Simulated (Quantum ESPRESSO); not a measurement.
Runs of Quantum ESPRESSO 7.5 on MgO. It takes space group Fm-3m (No. 225, cubic). Conventional cell: a = 4.194 Å, b = 4.194 Å, c = 4.194 Å, α = 90.00°, β = 90.00°, γ = 90.00°. Mg (site symmetry m-3m) has 6 O at 2.10 Å as nearest neighbours. Around O (site symmetry m-3m) lie 6 Mg at 2.10 Å. The cell is a database's computed one.

| level | potentials or basis | cell | k mesh | mesh quality | gap on the mesh (eV) |
| --- | --- | --- | --- | --- | --- |
| PBE | PseudoDojo 0.4.1 SR PBE standard | as given | 4 × 4 × 4 | coarse | 4.89 |
| PBE | PseudoDojo 0.4.1 SR PBE standard | as given | 8 × 8 × 8 | not flagged | 4.89 |
| PBEsol | PseudoDojo 0.4.1 SR PBEsol standard | volume scaled by 0.88 | 6 × 6 × 6 | coarse | 6.16 |
| PBEsol | PseudoDojo 0.4.1 SR PBEsol standard | volume scaled by 0.96 | 6 × 6 × 6 | coarse | 5.20 |
| PBEsol | PseudoDojo 0.4.1 SR PBEsol standard | volume scaled by 1.08 | 6 × 6 × 6 | coarse | (a) |

Alike in all rows: task single point; no spin polarisation; cutoff (eV) 1143; smearing fixed.

Task: Fill in the values left out.

Result: (a) 4.07.

Caveats: some runs use coarse meshes.

